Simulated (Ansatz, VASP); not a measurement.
## Two plane-wave programs on Na

```xyz
1
Lattice="2.5183 0.0000 0.0000 0.0000 2.5183 0.0000 0.0000 0.0000 2.5183" Properties=species:S:1:pos:R:3 pbc="T T T"
Na    0.0000    0.0000    0.0000
```

Change from the starting cell: volume scaled by 0.4, PAW files, ecut 800.

Alike in both runs: task single point; functional PBE; k mesh 12 × 12 × 12; occupations fermi-dirac, width 0.05 eV; no spin polarisation.

```csv
,VASP,Ansatz
version,VASP 6.6.1,Ansatz 0.2.0
potentials or method,"VASP PAW PBE potentials, release 64 (Na_pv)","PAW with Ansatz's default frozen-core files, scalar-relativistic"
plane-wave cutoff (eV),520,800
valence electrons in the cell,7,9
```

VASP gave:

- pressure (GPa): 31.1

**Question.** Estimate Ansatz's values.

**Answer.** Pressure (GPa): 31.0.

The two sets of potentials don't hold the same shells in valence.

Caveats: so large a pressure means that the cell lies far from this level's equilibrium, or that cutoff or potentials fall short (VASP).
